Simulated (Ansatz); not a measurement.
Redistribution: C3H5FO + CHF3 → C3H6O + CF4

Gas-phase species: C3H5FO `CC1OC1F`, singlet; CHF3 (trifluoromethane) `FC(F)F`, singlet; C3H6O `CC1CO1`, singlet; CF4 (tetrafluoromethane) `FC(F)(F)F`, singlet. The partners trade F for H; both sit on C, so the bond types are kept.

Shapes, held fixed at every level: PBE0-D4/def2-TZVP. Programs: Ansatz 0.2.0. The zero-point and thermal change to 298 K, harmonic and unscaled (PBE0-D4/def2-TZVP), is -2.1 kJ/mol.

```csv
level,kind,ΔH(298 K) (kJ/mol),less CCSD(T)/CBS estimate
HF/def2-SVP,Hartree–Fock,-31.6,-11.2
BHLYP-D4/def2-TZVPP,global hybrid,-20.4,0.0
PBE0-D4/def2-TZVPP,global hybrid,-21.2,-0.8
wB97X-V/def2-TZVPP,range-separated hybrid,-19.9,+0.5
B2PLYP/def2-TZVPP,double hybrid,-17.2,+3.2
CCSD(T)/def2-TZVPP,coupled cluster or CI,-22.1,-1.7
CCSD/def2-TZVPP,coupled cluster or CI,-22.9,-2.5
CCSD(T)/CBS estimate,coupled cluster or CI,-20.4,0.0
```

The highest level, CCSD(T)/CBS estimate, gives ΔH(298 K) = -20.4 kJ/mol; the levels span -31.6 to -17.2. The column of differences is taken from that level and isn't an error. No measured value is set beside it here. The CBS estimate extrapolates MP2 from def2-TZVPP and def2-QZVPP and adds CCSD(T) − MP2 in the triple-zeta set, cores frozen.

The exchange is exothermic at every level, so fluorine is held more favourably on the carbon that already carries three fluorines than on the epoxide carbon. The likely reason is geminal stabilisation: in CF4, each fluorine lone pair can donate into neighbouring C–F σ* orbitals, reinforced by attraction between the strongly positive carbon and its fluorines. The reactant epoxide has a related O–C–F anomeric interaction, whose loss probably offsets part of this gain. Ring strain largely cancels because the three-membered ring survives, though fluorination may alter it somewhat.

The thermal term of -2.1 kJ/mol is small, so the preference is mainly electronic. Triples move the coupled-cluster value only from -22.9 to -22.1 kJ/mol, less than the subsequent shift to -20.4 on basis-set extrapolation. The Hartree–Fock outlier combines missing correlation with a smaller basis, and its deviation can't be assigned to either alone. The enthalpy supports a thermochemical preference for these species, but says nothing about a barrier to direct F/H exchange.
